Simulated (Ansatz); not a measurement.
# TiAl (Pm-3m) in Ansatz: notebook

One crystal, TiAl, is run at these levels: PBEsol; tasks: phonons, elastic constants.

Program: Ansatz 0.2.0. These are calculated values, not measurements. Logs are shortened: lines on timing, memory, paths and dates and some standing lists are left out, and cuts for length are marked.

### Step 1. The crystal as given

Symmetry: Pm-3m, No. 221, cubic system. Conventional cell: a = 3.179 Å, b = 3.179 Å, c = 3.179 Å, α = 90.00°, β = 90.00°, γ = 90.00°. Around Ti (site symmetry m-3m) lie 8 Al at 2.75 Å. Al (site symmetry m-3m) is surrounded by 8 Ti at 2.75 Å.

The cell comes from a database or a generator and needn't be the stable form of this composition.

### Step 2. Phonons, PBEsol

File input.yaml:

```yaml
crystal:
  lattice:
    - [3.179064, 0.0, 0.0]
    - [0.0, 3.179064, 0.0]
    - [0.0, 0.0, 3.179064]
  atoms:
    - { symbol: Ti, position: [0.0, 0.0, 0.0] }
    - { symbol: Al, position: [0.5, 0.5, 0.5] }
hamiltonian:
  xc: pbesol
  pseudopotentials: { kind: paw }
kpoints:
  mp_grid: { grid: [6, 6, 6] }
scf:
  occupations: { method: fermi_dirac, width: 0.05 }
phonons:
  method: dfpt
```

Potentials or basis: Ansatz PAW.

Run with:

```
$ ansatz run input.yaml --threads 2 --pin off --max-ram 5632MiB --backend cpu --events-out ev --progress --plain --runs-dir out
```

The program printed:

```text
Warning: RAYON_NUM_THREADS=2 ignored (pool sized by the plan → 2); use --threads N
Engine: ansatz 0.2.0, x86_64-unknown-linux-gnu
Pseudopotentials: kind: paw
Pseudopotential: Ti, paw, valence charge 12, recommended cutoff 420 eV (normal), Ti.paw.azcp
Pseudopotential: Al, paw, valence charge 3, recommended cutoff 420 eV (normal), Al.paw.azcp
Functional definition: PBEsol
  exchange = pbesol_x
  correlation = pbesol_c
Crystal: 2 atoms, lattice volume = 32.129 Å³
Basis set: ecut = 420 eV, 619 PW (Γ), exchange–correlation on 48×48×48 points (8 copies of the dense FFT grid, shifted against one another)
Bands: 12, of which v1, the nominal top of the filled ones, is band 8 counted from 1 (7 counted from 0)
Symmetry: 48 space group operations
k-points: 40 of 216 (irreducible under 8 space group operations, time reversal used)
Non-local potential: Ti, projectors of the file, l = 0: 3, l = 1: 2, l = 2: 3, l = 3: 1
Non-local potential: Al, projectors of the file, l = 0: 2, l = 1: 2, l = 2: 1
PAW form: soft (Blöchl's): semilocal exchange-correlation on the pseudo side does not see the compensation charge
PAW frozen core: Ti, regenerated for the run's functional, and the local potential with it (the file was generated under x = pbe(κ = 0.804, μ = 0.2195149727645171), c = pbe(β = 0.06672455060314922))
PAW frozen core: Al, regenerated for the run's functional, and the local potential with it (the file was generated under x = pbe(κ = 0.804, μ = 0.2195149727645171), c = pbe(β = 0.06672455060314922))
PAW one-centre angular grid: Ti, 590 points (default); XC on 64 Gauss nodes
PAW one-centre angular grid: Al, 110 points (default); XC on 64 Gauss nodes
Initial density: superposition of atomic densities (neutral atoms: chi_scale 0, normalization atom), corrected by the library's trained network
Initial wavefunctions: pseudopotential atomic-orbital guess
Functional: x = pbesol(κ = 0.804, μ = 0.12345679012345678), c = pbesol(β = 0.046)
SCF iter   1: F=—  HF=-2998.993497 eV  |F-HF|=—  |Δ(HF+E_count)|=         —  Δρ=5.66e-3  dr2=1.50e-2  ethr=1.77e-3  ⟨swp⟩=5.0  Hψ=2432  notcnv=0
preconditioner: auto → none  [insulator: Δε(μ)=0.124 eV  Ē_g=5.322 eV  σ=0.050 eV  W_gap=0.55  n_scr=6 (ndim 8)  ℏωp=17.3 eV  f_vac=0.000  D(μ)=2.39/eV (n_scr^D=26)  ε∞_Penn≈11.6]
SCF iter   2: F=—  HF=-2998.989548 eV  |F-HF|=—  |Δ(HF+E_count)|=   3.95e-3  Δρ=2.15e-3  dr2=1.78e-3  ethr=1.00e-4  ⟨swp⟩=1.1  Hψ=802  notcnv=0
SCF iter   3: F=—  HF=-2998.989070 eV  |F-HF|=—  |Δ(HF+E_count)|=   4.78e-4  Δρ=1.97e-4  dr2=3.19e-6  ethr=1.19e-5  ⟨swp⟩=2.0  Hψ=585  notcnv=0
SCF iter   4: F=—  HF=-2998.989075 eV  |F-HF|=—  |Δ(HF+E_count)|=   4.58e-6  Δρ=4.17e-5  dr2=2.12e-7  ethr=2.13e-8  ⟨swp⟩=2.2  Hψ=610  notcnv=0
SCF iter   5: F=—  HF=-2998.989073 eV  |F-HF|=—  |Δ(HF+E_count)|=   1.43e-6  Δρ=1.24e-6  dr2=8.83e-10  ethr=1.41e-9  ⟨swp⟩=2.4  Hψ=661  notcnv=0
SCF iter   6: F=-2998.989073 eV  HF=-2998.989073 eV  |F-HF|=3.18e-12  |Δ(HF+E_count)|=  3.41e-10  Δρ=2.19e-7  dr2=4.53e-12  ethr=1.00e-12  ⟨swp⟩=3.6  Hψ=1922  notcnv=0
SCF 1 converged in 6 iterations: F = -2998.989073 eV  dr2 = 4.53e-12
DFPT response loops at Γ: preconditioner auto → Kerker (q_TF=auto, 2.403 Å⁻¹) (partly filled bands, converged f_vac=0.000); β = 1.00, the filter's whole step (`scf.mixing.beta` (0.50) is not read by the response loops under this deck's `scf.mixing.preconditioner`; to damp them name `kerker` or `kerker_dos`, under which they read `scf.mixing.beta`, and type it under 1.00, their step now; both keys bind the ground state too); Broyden in place of MSR1
SCF converged after 6 iterations
Free energy (F): -2998.989073 eV
Harris-Foulkes:  -2998.989073 eV  (|F-HF|=3.18e-12)
Internal energy: -2998.969300 eV  (E = F + TS)
E sigma→0 (E₀):  -2998.979186 eV
Entropy (-TS):   -0.019773 eV (-9.887 meV/atom)
Fermi energy:    11.366649 eV
--- Per-component energies (eV) ---
  E_band       = -162.523133
  E_kinetic    = 296.382737
  E_local      = -1022.235719  (includes V_loc(G=0)·N_el)
  E_nonlocal   = 20.625006
  E_hartree    = 434.430047
  E_xc         = -136.579700
  E_vxc        = -151.275753  (∫ρ·V_xc dr)
  E_paw        = -1477.836497  (= ΣΔE_a)
  E_vpaw       = -174.879618  (= ΣTr[D̂ρ^β])
  E_aug_tail   = 0.000122  (compensation charges beyond the density's cutoff)
  E_ewald      = -1113.913820
  E_core_change = 0.158523  (= ΣΔE_core)
  E_smearing   = -0.019773  (= −TS)
  E_closure    = 0.000000  (closes the sum)
  Σ components = -2998.989073   (vs F -2998.989073, Δ=0.00e0)
--- Band table (eV; the first three rows and the last of 40) ---
  k-point 0: bands = ["-45.2727", "-21.5842", "-21.5842", "-21.5842", "2.0907", "9.9209", "9.9209", "13.1562", "13.1562", "13.1562", "15.7574", "15.7574"]
  k-point 1: bands = ["-45.2689", "-21.6282", "-21.5803", "-21.5803", "2.5304", "9.6032", "10.1128", "12.5559", "12.5559", "13.2066", "14.5470", "16.6851"]
  k-point 2: bands = ["-45.2613", "-21.7154", "-21.5726", "-21.5726", "3.7814", "8.0302", "10.5534", "11.7887", "11.7887", "13.3100", "14.1127", "18.4656"]
  k-point 39: bands = ["-45.2285", "-21.7124", "-21.7124", "-21.7124", "8.2579", "8.2579", "8.2579", "11.9908", "14.1901", "14.1901", "14.2534", "14.2534"]
--- Phonons (Γ-DFPT): 2 representative perturbations + reference, on 40 of 216 k-points (Σ response iterations 6) ---
  k mesh reduced under 8 symmetry operations, with k and −k counted as one. Each operation leaves every solved perturbation unchanged. A smaller set is not used because it would not reduce the number of displacements times k-points to solve
  ASR residual: 6.300e-4 → 0.000e0 eV/Å²; symmetrization residual: 2.848e-6 eV/Å²
  ASR residual per site (eV/Å²): 6.30e-4 9.21e-6
  Γ frequencies (cm⁻¹): 0.00 0.00 0.00 311.19 311.19 311.19
  non-analytic LO–TO correction: not included (Born effective charges unavailable; polar crystals: no LO–TO splitting at Γ)
```

Run time: 1.2 s. Hardware: 2 threads of AMD EPYC 9R45 (Zen 5), shared host; peak memory 0.43 GiB.

What came out:

```yaml
Free_energy: -2998.9891 eV
Band_gap_on_the_k_mesh: none (metal or under the smearing width)
Highest_phonon_frequency_at_Γ: 311 cm⁻¹
```

Phonon frequencies in cm⁻¹ (negative: imaginary):
```csv
q point,frequencies
"(0.000, 0.000, 0.000)",0 0 0 311 311 311
```

Caveat: the PAW data sets come from PBE, with cores solved anew for the run's functional, which leaves a small shift of forces and pressure.

### Step 3. Elastic constants, PBEsol

input.yaml, as its differences from that of step 2:

```diff
@@ -15,3 +15,7 @@
   occupations: { method: fermi_dirac, width: 0.05 }
-phonons:
-  method: dfpt
+output:
+  forces: true
+  stress: true
+elastic:
+  mode: relaxed_ion
+  stencil: two_point
```

Potentials or basis: Ansatz PAW.

Run with:

```
$ ansatz run input.yaml --threads 2 --pin off --max-ram 5632MiB --backend cpu --events-out ev --progress --plain --runs-dir out
```

It took 1.4 s on 2 threads of AMD EPYC 9R45 (Zen 5), shared host; peak memory 0.39 GiB.

It converged, with:

| Quantity | Value |
| --- | --- |
| Free energy | -2998.9891 eV |
| Pressure | -2.6 GPa |
| Band gap on the k mesh | none (metal or under the smearing width) |
| Elastic constants C11, C12, C44 | 78, 124, 73 GPa |
| Voigt bulk modulus | 109 GPa |

Levels at points of the mesh, in eV from the Fermi level:
| k point | band 3 | band 4 | band 5 | band 6 | band 7 | band 8 | band 9 | band 10 | band 11 | band 12 |
| --- | --- | --- | --- | --- | --- | --- | --- | --- | --- | --- |
| (0.00, 0.00, 0.00) | -32.95 | -32.95 | -9.28 | -1.45 | -1.45 | 1.79 | 1.79 | 1.79 | 4.39 | 4.39 |
| (0.00, 0.00, -0.50) | -32.94 | -32.94 | -6.03 | -5.20 | -0.55 | 0.13 | 0.13 | 2.00 | 3.01 | 6.50 |
| (0.00, -0.50, -0.50) | -33.10 | -32.92 | -5.03 | -2.10 | -2.10 | -1.49 | 0.69 | 0.69 | 2.76 | 4.69 |
| (-0.50, -0.50, -0.50) | -33.08 | -33.08 | -3.11 | -3.11 | -3.11 | 0.62 | 2.82 | 2.82 | 2.89 | 2.89 |

Elastic tensor in Voigt notation (GPa, in the Cartesian axes of the cell as first typed):
```
 78 124 124   0   0   0
124  78 124   0   0   0
124 124  78   0   0   0
  0   0   0  73   0   0
  0   0   0   0  73   0
  0   0   0   0   0  73
```

Caveat: the elastic tensor has a negative eigenvalue, so either the cell is unstable as it stands or the mesh is too thin; the PAW data sets come from PBE, with cores solved anew for the run's functional, which leaves a small shift of forces and pressure.
